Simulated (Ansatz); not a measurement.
Hf:

```
Hf
1.0
     3.19670    0.00000    0.00000
    -1.59835    2.76842    0.00000
     0.00000    0.00000    5.05780
Hf
2
Direct
  0.66667 0.33333 0.75000
  0.33333 0.66667 0.25000
```

```yaml
Program: Ansatz 0.2.0
Task: relaxation of cell and atoms
Functional: PBEsol
Dispersion: D4
Potentials_or_basis: all-electron LAPW, scalar-relativistic
Basis_error_allowed: 0.001 eV/atom
k_mesh: 10 × 10 × 5
Occupations: fermi-dirac, width 0.05 eV
Spin: no spin polarisation
```

At the start: volume 22.38 Å³/atom.

Q: Where does the relaxation end?

A: Over 4 steps the energy falls by 14.9 meV/atom and the volume is 21.40 Å³/atom (-4.4 %); space group P6_3/mmc (No. 194, to 0.05 Å).

The path:
| step | energy change (eV) | largest force (eV/Å) | volume (Å³) |
| --- | --- | --- | --- |
| 1 | 0.0000 | 0.0000 | 44.76 |
| 2 | -0.0297 | 0.0000 | 42.96 |
| 3 | -0.0299 | 0.0000 | 42.80 |
| 4 | -0.0299 | 0.0000 | 42.80 |

Final structure:
```
Hf
1.0
     3.15064    0.00000    0.00000
    -1.57532    2.72853    0.00000
     0.00000    0.00000    4.97886
Hf
2
Cartesian
  1.5753 0.9095 3.7341
  0.0000 1.8190 1.2447
```
